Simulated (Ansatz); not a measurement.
**FeO in Ansatz: the effect of Hubbard term**

Crystal: FeO.

```
Fe O
1.0
    -1.60210    1.60210    2.08339
     1.60210   -1.60210    2.08339
     1.60210    1.60210   -2.08339
Fe O
1 1
Direct
  0.00000 0.00000 0.00000
  0.50000 0.50000 0.00000
```

The cell comes from a database or a generator and needn't be the stable form of this composition.

Alike in all runs:

- Program: Ansatz 0.2.0
- Task: projected density of states
- Functional: LDA
- Potentials or basis: Ansatz PAW
- Cutoff: 420 eV (not typed: the program's choice for these potentials)
- k mesh: 12 × 12 × 12
- Occupations: fermi-dirac, width 0.05 eV
- Spin: collinear spin, ferromagnetic start
- Starting moments: [3.0, 0.0] μB
- Hubbard projectors: ortho-atomic (the default)
- Double counting: fll (the default)

```csv
Hubbard term,gap on the mesh (eV),pressure (GPa)
none,none,-22.5
Fe d U = 1 eV,none,-21.8
Fe d U = 2 eV,none,-17.1
Fe d U = 3 eV,0.37,-13.9
Fe d U = 4 eV,0.69,-11.7
Fe d U = 5 eV,0.84,-10.0
Fe d U = 6 eV,0.98,-8.4
Fe d U = 8 eV,?,?
```

Question: What does the run with Hubbard term Fe d U = 8 eV give?

Answer: gap on the mesh 1.13 eV; pressure -6.2 GPa.

Worked out: A parabola through the other rows of the pressure, of slope 1.06 GPa per eV there, extrapolates to -5.4 GPa, against the run's -6.2.

Caveats: a cell with one magnetic atom can't hold antiferromagnetic order, which such compounds often take; the PAW data sets come from PBE, with cores solved anew for the run's functional, which leaves a small shift of forces and pressure; the density of states is complete only up to the lowest level of the last band computed; the magnetic or orbital state may not be the lowest (some runs); semilocal functionals often make such compounds metallic where correlation or magnetic order opens a gap, which also shifts bond lengths (some runs).

A k mesh can miss the band edges.

A gap of «none» marks a metal or a gap under the smearing width.
